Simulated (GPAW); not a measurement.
Input of a GPAW 26.7.0 run:

File run.py:

```python
from ase.calculators.mixing import SumCalculator
from ase.eos import EquationOfState
from ase.io import Trajectory, read
from ase.units import GPa
from dftd3.ase import DFTD3
from gpaw import GPAW, PW

atoms = read('Ag.cif')

traj = Trajectory('eos.traj', 'w')
volumes, energies = [], []
for x in [0.94, 0.96, 0.98, 1.0, 1.02, 1.04, 1.06]:
    a = atoms.copy()
    a.set_cell(atoms.cell * x**(1 / 3), scale_atoms=True)
    calc = GPAW(mode=PW(600),
                xc='M06-L',
                kpts={'size': (11, 11, 11), 'gamma': True},
                occupations={'name': 'fermi-dirac', 'width': 0.05},
                nbands=18,
                convergence={'density': 1e-05, 'energy': 1e-05},
                maxiter=150,
                txt=f'eos-{x:.2f}.txt')
    a.calc = SumCalculator([calc, DFTD3(method='m06l', damping='d3zero')])
    energies.append(a.get_potential_energy())
    volumes.append(a.get_volume())
    p = -a.get_stress()[:3].mean() / GPa
    calc.write(f'eos-{x:.2f}.gpw')
    traj.write(a)
    print(f'{x:.2f} {volumes[-1]:10.4f} A^3 {energies[-1]:14.6f} eV {p:9.3f} GPa', flush=True)

v0, e0, B = EquationOfState(volumes, energies, eos='birchmurnaghan').fit()
print(f'V0 = {v0:.4f} A^3, E0 = {e0:.6f} eV, B0 = {B / GPa:.2f} GPa')
```

The input Ag.cif:

```cif
data_Ag
_cell_length_a 2.88888475
_cell_length_b 2.88888475
_cell_length_c 2.88888475
_cell_angle_alpha 60.00000000
_cell_angle_beta 60.00000000
_cell_angle_gamma 60.00000000
_space_group_name_H-M_alt 'P1'
_space_group_name_Hall 'P 1'
_space_group_IT_number 1
loop_
_space_group_symop_operation_xyz
'x,y,z'
loop_
_atom_site_label
_atom_site_type_symbol
_atom_site_symmetry_multiplicity
_atom_site_Wyckoff_symbol
_atom_site_fract_x
_atom_site_fract_y
_atom_site_fract_z
_atom_site_occupancy
Ag1 Ag 1 a 0.0000000000 0.0000000000 0.0000000000 1
```

Potentials or basis: GPAW PAW data sets (gpaw-data 1.2.1), pw.

Command:

```bash
$ OMP_NUM_THREADS=1 python run.py
```

(1) Predict the equilibrium volume.

(2) Estimate the bulk modulus.

Results:

(1) 17.88 Å³/atom (rough: see the caveat).

(2) 92 GPa (rough).

Caveat: the points scatter about the fit; the PAW data sets were made with another functional, which shifts forces and pressure a little.
